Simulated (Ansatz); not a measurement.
Method: DFT PBE, scalar-relativistic, plane waves, PAW (Ansatz 0.2.0). Settings: cutoff 420 eV, Γ-centred meshes spaced at most about 0.3 Å⁻¹, and about 0.25 Å⁻¹ or finer for metals (2π included), Gaussian smearing. No spin polarisation.

All energies are static (0 K, no zero-point motion).

Two forms of Hf₅O₃ were relaxed alike.

A.

```xyz
8
Lattice="4.9159 -2.2601 0.0000 4.9159 2.2601 0.0000 -4.6813 0.0000 5.3096" Properties=species:S:1:pos:R:3 pbc="T T T"
Hf    5.9352    0.0000    2.1847
Hf    2.9765    0.0000    1.1947
Hf   -0.7847    0.0000    3.1249
Hf    2.1739    0.0000    4.1149
Hf    0.0000    0.0000    0.0000
O    -2.6648    0.0000    4.3983
O     4.9159    0.0000    0.0000
O     7.8153    0.0000    0.9112
```

B.

```xyz
8
Lattice="1.6129 0.9312 13.1252 -1.6129 0.9312 13.1252 0.0000 -1.8624 13.1252" Properties=species:S:1:pos:R:3 pbc="T T T"
Hf    0.0000    0.0000    7.9457
Hf    0.0000    0.0000   31.4299
Hf    0.0000    0.0000    0.0000
Hf    0.0000    0.0000   23.5691
Hf    0.0000    0.0000   15.8065
O     0.0000    0.0000   19.6878
O     0.0000    0.0000   27.4536
O     0.0000    0.0000   11.9220
```

Task: Which would you expect to be lower, and how large is the difference?

Result: A is lower, by 83 meV/atom. A has space group C2/m (No. 12), 14.7 Å³/atom and no gap on its mesh; B has space group R-3m (No. 166), 14.8 Å³/atom and no gap. Counting O atoms around Hf (those within 1.25 times the shortest such distance or 1.15 times the sum of covalent radii; a slash parts the counts of unlike sites), A has Hf 3/4 and B has Hf 3/6. Both come from invented guesses.

These runs have no spin–orbit coupling, which can matter for Hf. Cells relaxed within their symmetry can be saddle points.

Both cells are rock-salt derivatives: close-packed Hf in cubic stacking, with O in part of the octahedral holes. The 83 meV/atom therefore mainly measures how the empty O sites are arranged. B gathers them into whole layers, so Hf fully surrounded by O sits beside Hf bound to O on one side only. A spreads them out, giving more even Hf environments and fewer close O–O contacts. Lower O–O repulsion, together with better Hf–O attraction per site, is probably why A wins; the nearly equal volumes give no sign that denser packing decides it. The missing gap fits the composition, since O can take up only part of the Hf valence electrons and the rest stay in Hf 5d states that bind metal to metal.

The ordering supports dispersed over layered vacancies only within this cubic metal framework. Known Hf suboxides instead keep the hexagonal stacking of the metal, with O in its octahedral holes, and O-rich compositions tend to separate into such a phase and HfO₂, so A's lead over B doesn't make it a likely ground state.
